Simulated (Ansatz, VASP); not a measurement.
## GaP in two plane-wave programs

One calculation is typed for both programs; each brings its own data sets. How far apart do they land? The cell is taken from a series of runs on this material, whose earlier steps may have relaxed, scaled, displaced or heated it; both programs get it as it stands.

Program: Ansatz 0.2.0. Level of theory: plane waves, with VASP 6.6.1 beside it; zone-centre phonons at LDA. Results are calculated unless marked as measured.

## (1) The starting structure

The structure is trigonal, space group R3m (No. 160). Conventional cell: a = 3.927 Å, b = 3.927 Å, c = 9.217 Å, α = 90.00°, β = 90.00°, γ = 120.00°. P has 4 Ga at 2.34 to 2.38 Å nearest. Ga has 4 P at 2.34 to 2.38 Å nearest. Farther neighbours are not listed.

As a file:

```xyz
2
Lattice="-0.0773 2.6993 2.6993 2.6993 -0.0773 2.6993 2.6993 2.6993 -0.0773" Properties=species:S:1:pos:R:3 pbc="T T T"
P     3.9809    3.9809    3.9809
Ga    0.0101    0.0101    0.0101
```

## (2) VASP: zone-centre phonons, LDA, pair 1

Second derivatives magnify differences that forces hide, and they need a tight electronic threshold.

Lines of VASP's logs that name or quote its potential files are left out, and so is its time.

The input, INCAR:

```
SYSTEM = GaP
PREC = Accurate
ENCUT = 500
EDIFF = 1E-08
NELM = 120
ISMEAR = 0
SIGMA = 0.01
LREAL = .FALSE.
ALGO = Normal
GGA = CA
NBANDS = 15
LORBIT = 11
LWAVE = .FALSE.
LCHARG = .FALSE.
ISIF = 2
IBRION = 8
LEPSILON = .TRUE.
LASPH = .TRUE.
GGA_COMPAT = .FALSE.
EFERMI = MIDGAP
KPAR = 2
```

The input, POSCAR:

```
GaP
1.0
   -0.0772726454      2.6993042375      2.6993042375
    2.6993042375     -0.0772726454      2.6993042375
    2.6993042375      2.6993042375     -0.0772726454
P Ga
1 1
Direct
    0.7480999998      0.7480999998      0.7480999998
    0.0019000002      0.0019000002      0.0019000002
```

The input, KPOINTS:

```
Automatic mesh
0
Gamma
12 12 12
0 0 0
```

The projector-augmented-wave data sets are P and Ga_d (LDA family, release 64).

The run is started by

```console
$ mpirun -np 2 vasp_std
```

Numbers of over 12 decimals in the logs are rounded to 6 here.

The program printed:

```text
[banner, memory and clock lines left out]
running    2 mpi-ranks, on    1 nodes
 distrk:  each k-point on    1 cores,    2 groups
 distr:  one band on    1 cores,    1 groups

 POSCAR found type information on POSCAR P Ga
 POSCAR found :  2 types and       2 ions
 LDA part: xc-table for (Slater(with rela. corr.)+CA(PZ))
 , standard interpolation
 POSCAR, INCAR and KPOINTS ok, starting setup
 FFT: planning ... GRIDC
 FFT: planning ... GRID_SOFT
 FFT: planning ... GRID
 WAVECAR not read
 entering main loop
       N       E                     dE             d eps       ncg     rms          rms(c)
DAV:   1     0.788751318661E+02    0.78875E+02   -0.89709E+03  5897   0.168E+03
DAV:   2    -0.442182825403E+01   -0.83297E+02   -0.79573E+02  6468   0.313E+02
DAV:   3    -0.106219121760E+02   -0.62001E+01   -0.61705E+01  7084   0.689E+01
DAV:   4    -0.107256596135E+02   -0.10375E+00   -0.10372E+00  7149   0.968E+00
DAV:   5    -0.107277760254E+02   -0.21164E-02   -0.21162E-02  7397   0.119E+00    0.425E+00
DAV:   6    -0.104623969477E+02    0.26538E+00   -0.38274E-01  8756   0.107E+01    0.272E+00
DAV:   7    -0.104166912034E+02    0.45706E-01   -0.85213E-02  7382   0.208E+00    0.103E+00
DAV:   8    -0.104119713208E+02    0.47199E-02   -0.11733E-02  7218   0.123E+00    0.178E-01
DAV:   9    -0.104119386886E+02    0.32632E-04   -0.10222E-03  8708   0.427E-01    0.671E-02
DAV:  10    -0.104119394656E+02   -0.77701E-06   -0.49979E-05  8286   0.753E-02    0.277E-02
DAV:  11    -0.104119457541E+02   -0.62885E-05   -0.87366E-06  7332   0.420E-02    0.740E-03
DAV:  12    -0.104119455611E+02    0.19303E-06   -0.82457E-07  6867   0.812E-03    0.374E-03
DAV:  13    -0.104119455789E+02   -0.17815E-07   -0.11974E-07  7357   0.290E-03    0.308E-04
DAV:  14    -0.104119455789E+02    0.10914E-10   -0.15422E-08  5098   0.172E-03
   1 F= -.10411946E+02 E0= -.10411946E+02  d E =0.000000E+00
 Linear response reoptimize wavefunctions to high precision
DAV:   1    -0.104119455789E+02   -0.18190E-11   -0.32199E-09  6845   0.858E-04
DAV:   2    -0.104119455789E+02   -0.27285E-11   -0.26350E-10  3850   0.134E-04
 Linear response G [H, r] |phi>, progress :
  Direction:   1
       N       E                     dE             d eps       ncg     rms
RMM:   1    -0.395279664132E+02   -0.39528E+02    0.17574E+02  6599   0.230E+02
RMM:   2    -0.463442750519E+02   -0.68163E+01   -0.21055E+01 11898   0.339E+01
RMM:   3    -0.473046298234E+02   -0.96035E+00   -0.21729E+00 11851   0.832E+00
RMM:   4    -0.473224820940E+02   -0.17852E-01   -0.17154E-01 12360   0.229E+00
RMM:   5    -0.473226136118E+02   -0.13152E-03   -0.30042E-02 12530   0.611E-01
RMM:   6    -0.473206619932E+02    0.19516E-02   -0.47610E-04 12683   0.203E-01
RMM:   7    -0.473206469255E+02    0.15068E-04    0.70681E-04 12732   0.752E-02
RMM:   8    -0.473207295356E+02   -0.82610E-04    0.39475E-05 12887   0.315E-02
RMM:   9    -0.473207433261E+02   -0.13791E-04   -0.61600E-05 12752   0.141E-02
RMM:  10    -0.473207412021E+02    0.21241E-05   -0.32872E-05 12569   0.724E-03
RMM:  11    -0.473207397950E+02    0.14070E-05   -0.16889E-05 11456   0.432E-03
RMM:  12    -0.473207401645E+02   -0.36953E-06   -0.20350E-05  9999   0.308E-03
RMM:  13    -0.473207414238E+02   -0.12592E-05   -0.32901E-05  8376   0.247E-03
RMM:  14    -0.473207399827E+02    0.14411E-05   -0.18661E-05  7197   0.219E-03
RMM:  15    -0.473207396356E+02    0.34706E-06   -0.15107E-05  6653   0.208E-03
RMM:  16    -0.473207405240E+02   -0.88833E-06   -0.22778E-05  6494   0.203E-03
RMM:  17    -0.473207389562E+02    0.15678E-05   -0.16470E-05  6230   0.199E-03
RMM:  18    -0.473207391904E+02   -0.23423E-06   -0.73730E-05  6067   0.197E-03
 Linear response G [H, r] |phi>, progress :
  Direction:   2
       N       E                     dE             d eps       ncg     rms
RMM:   1    -0.396762385278E+02   -0.39676E+02    0.14320E+02  6677   0.233E+02
RMM:   2    -0.510412287420E+02   -0.11365E+02   -0.14350E+01 11988   0.337E+01
RMM:   3    -0.526149257932E+02   -0.15737E+01   -0.20407E+00 11645   0.839E+00
RMM:   4    -0.526348321734E+02   -0.19906E-01   -0.17339E-01 12235   0.237E+00
RMM:   5    -0.526355859856E+02   -0.75381E-03   -0.36649E-02 12315   0.618E-01
RMM:   6    -0.526331101178E+02    0.24759E-02   -0.56157E-04 12543   0.202E-01
RMM:   7    -0.526331009084E+02    0.92094E-05    0.53803E-04 12628   0.726E-02
RMM:   8    -0.526331666400E+02   -0.65732E-04    0.60714E-05 12782   0.304E-02
RMM:   9    -0.526331844802E+02   -0.17840E-04   -0.83799E-05 12754   0.135E-02
RMM:  10    -0.526331806311E+02    0.38491E-05   -0.37826E-05 12577   0.727E-03
RMM:  11    -0.526331805392E+02    0.91845E-07   -0.35377E-05 11512   0.440E-03
RMM:  12    -0.526331804920E+02    0.47200E-07   -0.34483E-05 10138   0.325E-03
RMM:  13    -0.526331795022E+02    0.98984E-06   -0.24613E-05  8493   0.265E-03
RMM:  14    -0.526331801058E+02   -0.60358E-06   -0.30619E-05  7309   0.242E-03
[...]
Linear response to external field (no local field effect), progress :
  Direction:   2
       N       E                     dE             d eps       ncg     rms          rms(c)
RMM:   1    -0.157187457915E+00   -0.15719E+00    0.69477E+00  6239   0.921E+00
RMM:   2    -0.161256478340E+01   -0.14554E+01   -0.76849E-02 11330   0.190E+00
[...]
RMM:  12    -0.122756057861E+01    0.40055E-06    0.33435E-07 24870   0.316E-04    0.267E-05
RMM:  13    -0.122756019481E+01    0.38380E-06    0.13305E-07 14144   0.129E-04    0.702E-06
 change of polarisation eV/A/(eV/A) component  1 :     2.324     0.439    -0.543
 dielectric tensor                  component  1 :    11.249     1.937    -2.395
 Linear response to external field, progress :
  Direction:   2
       N       E                     dE             d eps       ncg     rms          rms(c)
RMM:   1    -0.141470639560E+00   -0.14147E+00    0.51934E+00 15600   0.827E+00
RMM:   2    -0.124075868249E+01   -0.10993E+01   -0.70930E-02 28844   0.178E+00    0.152E+00
RMM:   3    -0.119342259936E+01    0.47336E-01   -0.32056E-02 29033   0.104E+00    0.875E-01
RMM:   4    -0.121676532169E+01   -0.23343E-01   -0.28325E-02 29105   0.973E-01    0.158E-01
RMM:   5    -0.122377489364E+01   -0.70096E-02   -0.16135E-03 29872   0.285E-01    0.393E-02
RMM:   6    -0.122730973350E+01   -0.35348E-02   -0.15929E-04 30060   0.948E-02    0.281E-02
RMM:   7    -0.122741808842E+01   -0.10835E-03   -0.26353E-05 29696   0.345E-02    0.192E-03
RMM:   8    -0.122760094533E+01   -0.18286E-03    0.39971E-06 30677   0.120E-02    0.963E-04
RMM:   9    -0.122756843726E+01    0.32508E-04    0.16700E-06 30055   0.472E-03    0.427E-04
RMM:  10    -0.122756481265E+01    0.36246E-05    0.10798E-06 30714   0.185E-03    0.187E-04
RMM:  11    -0.122755888742E+01    0.59252E-05    0.33134E-07 29996   0.820E-04    0.600E-05
RMM:  12    -0.122755861139E+01    0.27603E-06    0.22460E-07 24732   0.315E-04    0.276E-05
RMM:  13    -0.122755818200E+01    0.42939E-06    0.32195E-08 14196   0.129E-04    0.645E-06
 change of polarisation eV/A/(eV/A) component  2 :     0.251     2.324    -0.355
 dielectric tensor                  component  2 :     1.107    11.249    -1.567
 Linear response to external field, progress :
  Direction:   3
       N       E                     dE             d eps       ncg     rms          rms(c)
RMM:   1    -0.141424884490E+00   -0.14142E+00    0.51939E+00 15598   0.826E+00
RMM:   2    -0.124077932732E+01   -0.10994E+01   -0.71327E-02 28831   0.178E+00    0.152E+00
RMM:   3    -0.119343728751E+01    0.47342E-01   -0.32208E-02 29027   0.104E+00    0.875E-01
RMM:   4    -0.121675352131E+01   -0.23316E-01   -0.28129E-02 29097   0.973E-01    0.158E-01
RMM:   5    -0.122379660768E+01   -0.70431E-02   -0.18954E-03 29887   0.285E-01    0.394E-02
RMM:   6    -0.122730754687E+01   -0.35109E-02   -0.12122E-04 30047   0.946E-02    0.280E-02
RMM:   7    -0.122741638923E+01   -0.10884E-03   -0.17612E-06 29708   0.344E-02    0.191E-03
RMM:   8    -0.122760155337E+01   -0.18516E-03    0.78963E-06 30684   0.120E-02    0.969E-04
RMM:   9    -0.122756947406E+01    0.32079E-04   -0.42549E-07 30052   0.470E-03    0.428E-04
RMM:  10    -0.122756554909E+01    0.39250E-05    0.42185E-07 30718   0.184E-03    0.187E-04
RMM:  11    -0.122755968076E+01    0.58683E-05   -0.51075E-07 30020   0.818E-04    0.611E-05
RMM:  12    -0.122755927172E+01    0.40905E-06    0.19601E-07 24688   0.313E-04    0.271E-05
RMM:  13    -0.122755885612E+01    0.41559E-06    0.18679E-08 14109   0.129E-04    0.655E-06
 change of polarisation eV/A/(eV/A) component  3 :     0.440    -0.543     2.324
 dielectric tensor                  component  3 :     1.939    -2.397    11.249
 Linear response DOF=           2
 Linear response progress:
  Degree of freedom:   1/  2
       N       E                     dE             d eps       ncg     rms          rms(c)
RMM:   1    -0.510322661904E-01   -0.51032E-01    0.27343E-03 32945   0.175E+00
RMM:   2    -0.472921357693E-01    0.37401E-02   -0.58330E-03 26201   0.515E-01    0.118E-01
RMM:   3    -0.473095808130E-01   -0.17445E-04   -0.46156E-04 28998   0.166E-01    0.573E-02
RMM:   4    -0.475469699126E-01   -0.23739E-03   -0.58446E-05 28174   0.625E-02    0.108E-02
RMM:   5    -0.475624647537E-01   -0.15495E-04   -0.45859E-06 30192   0.216E-02    0.678E-03
RMM:   6    -0.475460180623E-01    0.16447E-04   -0.11425E-06 28174   0.804E-03    0.363E-03
RMM:   7    -0.475470623058E-01   -0.10442E-05   -0.55338E-07 29162   0.323E-03    0.944E-04
RMM:   8    -0.475451129004E-01    0.19494E-05   -0.49998E-08 28554   0.120E-03    0.256E-04
RMM:   9    -0.475446460451E-01    0.46686E-06   -0.50042E-09 30654   0.400E-04    0.482E-05
RMM:  10    -0.475446291728E-01    0.16872E-07   -0.12034E-09 28867   0.126E-04    0.131E-05
RMM:  11    -0.475445927663E-01    0.36407E-07    0.95304E-11 29948   0.505E-05    0.756E-06
RMM:  12    -0.475445972994E-01   -0.45332E-08    0.83899E-11 27943   0.229E-05    0.134E-06
 first order change of Fermi-energy  -0.41739E+00
 force on displaced ion       1 direction 1 :  -9.340  -0.338  -0.338
 Born effective charge ion    1 direction 1 :  -2.158   0.059   0.059
 Linear response progress:
  Degree of freedom:   2/  2
       N       E                     dE             d eps       ncg     rms          rms(c)
RMM:   1    -0.166871295068E+00   -0.16687E+00    0.10605E-01 17936   0.854E+00
RMM:   2    -0.164941291970E+00    0.19300E-02   -0.25295E-02 27637   0.142E+00    0.532E-02
RMM:   3    -0.165356712730E+00   -0.41542E-03   -0.38476E-03 29000   0.430E-01    0.391E-02
RMM:   4    -0.165215503111E+00    0.14121E-03   -0.15841E-03 30623   0.179E-01    0.155E-02
RMM:   5    -0.165188528004E+00    0.26975E-04   -0.18821E-05 30463   0.427E-02    0.552E-03
RMM:   6    -0.165190657565E+00   -0.21296E-05    0.87615E-06 29846   0.152E-02    0.696E-04
RMM:   7    -0.165190318756E+00    0.33881E-06    0.37962E-06 30046   0.619E-03    0.252E-04
RMM:   8    -0.165190370480E+00   -0.51724E-07    0.29801E-06 30522   0.265E-03    0.948E-05
RMM:   9    -0.165190557628E+00   -0.18715E-06    0.13763E-06 30662   0.111E-03    0.236E-05
RMM:  10    -0.165190541360E+00    0.16268E-07    0.72989E-07 30300   0.490E-04    0.150E-05
RMM:  11    -0.165190514397E+00    0.26963E-07    0.36783E-07 30274   0.229E-04    0.596E-06
RMM:  12    -0.165190534685E+00   -0.20288E-07    0.26703E-07 30765   0.107E-04    0.180E-06
RMM:  13    -0.165190541751E+00   -0.70656E-08    0.13004E-07 30185   0.526E-05    0.818E-07
RMM:  14    -0.165190538713E+00    0.30376E-08    0.91227E-08 29732   0.275E-05    0.405E-07
 first order change of Fermi-energy   0.41787E+00
 force on displaced ion       2 direction 1 :  -9.355  -0.330  -0.330
 Born effective charge ion    2 direction 1 :   2.144  -0.060  -0.060
 Born effective charges drift removed
 Linear response finished
```

OUTCAR, selected parts (step 2):

```text
ion  position               nearest neighbor table
   1  0.748  0.748  0.748-   2 2.34   2 2.38   2 2.38   2 2.38
   2  0.002  0.002  0.002-   1 2.34   1 2.38   1 2.38   1 2.38

  LATTYP: Found a trigonal (rhomboedric) cell.
 ALAT       =     3.8181746679
 COS(alpha) =     0.4711800593

 Subroutine GETGRP returns: Found  6 space group operations
 (whereof  6 operations were pure point group operations)

The static configuration has the point symmetry C_3v.

 Found    189 irreducible k-points:

   k-points           NKPTS =    189   k-points in BZ     NKDIM =    189   number of bands    NBANDS=     15

   dimension x,y,z NGX =    28 NGY =   28 NGZ =   28
   dimension x,y,z NGXF=    56 NGYF=   56 NGZF=   56

   ENCUT  =  500.0 eV  36.75 Ry    6.06 a.u.   6.96  6.96  6.96*2*pi/ulx,y,z

   NELECT =      18.0000    total number of electrons

 k-points in reciprocal lattice and weights: Automatic mesh
   0.00000000  0.00000000  0.00000000       0.001
   0.08333333  0.00000000  0.00000000       0.003
   0.16666667  0.00000000 -0.00000000       0.003
   0.25000000  0.00000000  0.00000000       0.003
   0.33333333  0.00000000  0.00000000       0.003
   0.41666667  0.00000000  0.00000000       0.003
   0.50000000  0.00000000  0.00000000       0.002
   0.08333333  0.08333333 -0.00000000       0.003
   0.16666667  0.08333333 -0.00000000       0.007
[...]
-0.41666667  0.50000000  0.41666667       0.003
   0.50000000  0.50000000  0.50000000       0.001

 average (electrostatic) potential at core
       1 -84.7566       2 -66.6825

  Total       -0.9267572     -0.9267572     -0.9267572      0.4744092      0.4744092      0.4744092
  in kB      -36.1939922    -36.1939922    -36.1939922     18.5277904     18.5277904     18.5277904
  external PRESSURE =     -36.1939922 kB  Pullay stress =       0.0000000 kB

  energy-cutoff  :      500.00
  volume of cell :       41.02
      direct lattice vectors                 reciprocal lattice vectors
    -0.077272645  2.699304237  2.699304237    -0.177462889  0.182692814  0.182692814
     2.699304237 -0.077272645  2.699304237     0.182692814 -0.177462889  0.182692814
     2.699304237  2.699304237 -0.077272645     0.182692814  0.182692814 -0.177462889

 POSITION                                       TOTAL-FORCE (eV/Angst)
 -----------------------------------------------------------------------------------
      3.98089      3.98089      3.98089        -0.000474     -0.000474     -0.000474
      0.01011      0.01011      0.01011         0.000474      0.000474      0.000474
 -----------------------------------------------------------------------------------
    total drift:                               -0.000017     -0.000017     -0.000017

 MACROSCOPIC STATIC DIELECTRIC TENSOR (including local field effects in DFT)
 ------------------------------------------------------
          11.249400    -0.229316    -0.229316
          -0.229316    11.249400    -0.229316
          -0.229316    -0.229316    11.249400
 ------------------------------------------------------

 PIEZOELECTRIC TENSOR (including local field effects)  for field in x, y, z        (C/m^2)
          XX          YY          ZZ          XY          YZ          ZX
  --------------------------------------------------------------------------------
  x     0.05544    -0.05351    -0.05351    -0.00376     0.80047    -0.00376
  y    -0.05351     0.05544    -0.05351    -0.00376    -0.00376     0.80047
  z    -0.05351    -0.05351     0.05544     0.80047    -0.00376    -0.00376

 BORN EFFECTIVE CHARGES (including local field effects) (in |e|, cummulative output)
 ---------------------------------------------------------------------------------
 ion    1
    1    -2.15060     0.05964     0.05964
    2     0.05964    -2.15060     0.05964
    3     0.05964     0.05964    -2.15060
 ion    2
    1     2.15060    -0.05964    -0.05964
    2    -0.05964     2.15060    -0.05964
    3    -0.05964    -0.05964     2.15060

 Eigenvectors and eigenvalues of the dynamical matrix
 ----------------------------------------------------

   1 f  =   10.683632 THz    67.127239 2PiTHz  356.367603 cm-1    44.183932 meV
             X         Y         Z           dx          dy          dz
      3.980891  3.980891  3.980891    -0.480419   -0.480419   -0.480419
      0.010111  0.010111  0.010111     0.320205    0.320205    0.320205

   2 f  =   10.132299 THz    63.663113 2PiTHz  337.977117 cm-1    41.903803 meV
             X         Y         Z           dx          dy          dz
      3.980891  3.980891  3.980891    -0.435567   -0.233477    0.669044
      0.010111  0.010111  0.010111     0.290691    0.155818   -0.446509

   3 f  =   10.132299 THz    63.663113 2PiTHz  337.977117 cm-1    41.903803 meV
             X         Y         Z           dx          dy          dz
      3.980891  3.980891  3.980891    -0.521070    0.637747   -0.116677
      0.010111  0.010111  0.010111     0.347754   -0.425622    0.077868

   4 f/i=    0.000026 THz     0.000163 2PiTHz    0.000868 cm-1     0.000108 meV
             X         Y         Z           dx          dy          dz
      3.980891  3.980891  3.980891     0.320205    0.320205    0.320205
      0.010111  0.010111  0.010111     0.480419    0.480419    0.480419

   5 f/i=    0.006087 THz     0.038244 2PiTHz    0.203029 cm-1     0.025172 meV
             X         Y         Z           dx          dy          dz
      3.980891  3.980891  3.980891     0.284253   -0.447864    0.163612
      0.010111  0.010111  0.010111     0.425920   -0.671074    0.245154

   6 f/i=    0.006087 THz     0.038244 2PiTHz    0.203029 cm-1     0.025172 meV
             X         Y         Z           dx          dy          dz
      3.980891  3.980891  3.980891     0.353036    0.069652   -0.422688
      0.010111  0.010111  0.010111     0.528985    0.104366   -0.633350

 MACROSCOPIC STATIC DIELECTRIC TENSOR IONIC CONTRIBUTION
 ------------------------------------------------------
           2.199490    -0.191163    -0.191163
          -0.191163     2.199490    -0.191163
          -0.191163    -0.191163     2.199490
 ------------------------------------------------------

 ELASTIC MODULI CONTR FROM IONIC RELAXATION (kBar)
 Direction    XX          YY          ZZ          XY          YZ          ZX
 --------------------------------------------------------------------------------
 XX          -5.2512     -5.0644     -5.0644    -17.1514    -22.1014    -17.6128
 YY          -5.0644     -5.2512     -5.0644    -17.6128    -17.1514    -22.1014
 ZZ          -5.0644     -5.0644     -5.2512    -22.1014    -17.6128    -17.1514
 XY         -17.1514    -17.6128    -22.1014   -150.1283    -30.0629    -30.0629
 YZ         -22.1014    -17.1514    -17.6128    -30.0629   -150.1283    -30.0629
 ZX         -17.6128    -22.1014    -17.1514    -30.0629    -30.0629   -150.1283
 --------------------------------------------------------------------------------

 PIEZOELECTRIC TENSOR IONIC CONTR  for field in x, y, z        (C/m^2)
          XX          YY          ZZ          XY          YZ          ZX
  --------------------------------------------------------------------------------
  x    -0.06569    -0.04581    -0.04581    -0.00188    -0.52876    -0.05099
  y    -0.04581    -0.06569    -0.04581    -0.05099    -0.00188    -0.52876
  z    -0.04581    -0.04581    -0.06569    -0.52876    -0.05099    -0.00188
```

(Part 1 of 2 ends here.)

[Lines on the potential files, build, host, timing and source positions are cut from VASP's logs without a mark.]

[Logs are printed without paths, hosts, clocks, repeated set-up lines and the standing remarks that a program may print on its own settings, such as how far it seeks lower states.]

[Hosts, paths, dates, database ids (printed as entryN), source tags and the programs' standing remarks are cut or masked in the printed files.]
